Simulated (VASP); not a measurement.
Here is a VASP 6.6.1 calculation.

Contents of POSCAR:

```
SrO
1.0
    0.0000000000      2.5661400000      2.5661400000
    2.5661400000      0.0000000000      2.5661400000
    2.5661400000      2.5661400000      0.0000000000
Sr O
1 1
Direct
    0.0000000000      0.0000000000      0.0000000000
    0.5000000000      0.5000000000      0.5000000000
```

File INCAR.step1:

```
SYSTEM = SrO
  PREC = Accurate
  ENCUT = 520
  EDIFF = 1E-5
  ISMEAR = 0
  SIGMA = 0.02
  LREAL = .False.
  LASPH = .True.
  NELM = 60
  ALGO = Normal
  ISIF = 2
  LWAVE = .True.
  LCHARG = .False.
  NBANDS = 15
  GGA = PE
```

INCAR.step2

```
SYSTEM = SrO
  PREC = Accurate
  ENCUT = 520
  EDIFF = 1E-6
  ISMEAR = 0
  SIGMA = 0.02
  LREAL = .False.
  LASPH = .True.
  NELM = 60
  ALGO = Normal
  ISIF = 2
  LWAVE = .False.
  LCHARG = .False.
  METAGGA = MBJ
  NBANDS = 15
  ISTART = 1
```

File KPOINTS:

```
Automatic mesh
0
Gamma
  8 8 8
  0 0 0
```

File KPOINTS_OPT:

```
path GXWKGLUWLK,UX
10
line-mode
reciprocal
 0.0000000000  0.0000000000  0.0000000000  G
 0.5000000000  0.0000000000  0.5000000000  X

 0.5000000000  0.0000000000  0.5000000000  X
 0.5000000000  0.2500000000  0.7500000000  W

 0.5000000000  0.2500000000  0.7500000000  W
 0.3750000000  0.3750000000  0.7500000000  K

 0.3750000000  0.3750000000  0.7500000000  K
 0.0000000000  0.0000000000  0.0000000000  G

 0.0000000000  0.0000000000  0.0000000000  G
 0.5000000000  0.5000000000  0.5000000000  L

 0.5000000000  0.5000000000  0.5000000000  L
 0.6250000000  0.2500000000  0.6250000000  U

 0.6250000000  0.2500000000  0.6250000000  U
 0.5000000000  0.2500000000  0.7500000000  W

 0.5000000000  0.2500000000  0.7500000000  W
 0.5000000000  0.5000000000  0.5000000000  L

 0.5000000000  0.5000000000  0.5000000000  L
 0.3750000000  0.3750000000  0.7500000000  K

 0.6250000000  0.2500000000  0.6250000000  U
 0.5000000000  0.0000000000  0.5000000000  X
```

Potentials or basis: VASP PAW PBE potentials, release 64 (Sr_sv, O).

Command:

```bash
$ cat potpaw_PBE.64/Sr_sv/POTCAR potpaw_PBE.64/O/POTCAR > POTCAR
$ cp INCAR.step1 INCAR
$ mpirun -np 1 vasp_std > vasp.out
$ cp INCAR.step2 INCAR
$ mpirun -np 1 vasp_std > vasp.out
```

**Question.** What does it give for the band gap on the k mesh?

**Answer.** 4.91 eV, indirect (least direct gap 4.98 eV).

**Question.** Estimate the band gap along the path.

**Answer.** 4.91 eV, indirect (least direct gap 4.98 eV).

Levels at the corners of the path, in eV from the valence-band top:
```
point  band 5  band 6  band 7  band 8  band 9  band 10  band 11  band 12
    Γ  -14.59    0.00    0.00    0.00    6.11     7.29     7.29     7.29
    X  -14.88   -0.32   -0.07   -0.07    4.91     8.58    10.27    11.35
    X  -14.88   -0.32   -0.07   -0.07    4.91     8.58    10.27    11.35
    W  -14.24   -1.00   -0.31   -0.31    7.44     7.44     9.15    11.36
    W  -14.24   -1.00   -0.31   -0.31    7.44     7.44     9.15    11.36
    K  -14.40   -0.76   -0.53   -0.34    6.27     9.29     9.35    10.65
    K  -14.40   -0.76   -0.53   -0.34    6.27     9.29     9.35    10.65
    Γ  -14.59    0.00    0.00    0.00    6.11     7.29     7.29     7.29
    Γ  -14.59    0.00    0.00    0.00    6.11     7.29     7.29     7.29
    L  -13.76   -1.69   -1.04   -1.04    7.86     9.60     9.60    10.80
    L  -13.76   -1.69   -1.04   -1.04    7.86     9.60     9.60    10.80
    U  -14.40   -0.76   -0.53   -0.34    6.27     9.29     9.35    10.65
    U  -14.40   -0.76   -0.53   -0.34    6.27     9.29     9.35    10.65
    W  -14.24   -1.00   -0.31   -0.31    7.44     7.44     9.15    11.36
    W  -14.24   -1.00   -0.31   -0.31    7.44     7.44     9.15    11.36
    L  -13.76   -1.69   -1.04   -1.04    7.86     9.60     9.60    10.80
    L  -13.76   -1.69   -1.04   -1.04    7.86     9.60     9.60    10.80
    K  -14.40   -0.76   -0.53   -0.34    6.27     9.29     9.35    10.65
    U  -14.40   -0.76   -0.53   -0.34    6.27     9.29     9.35    10.65
    X  -14.88   -0.32   -0.07   -0.07    4.91     8.58    10.27    11.35
```
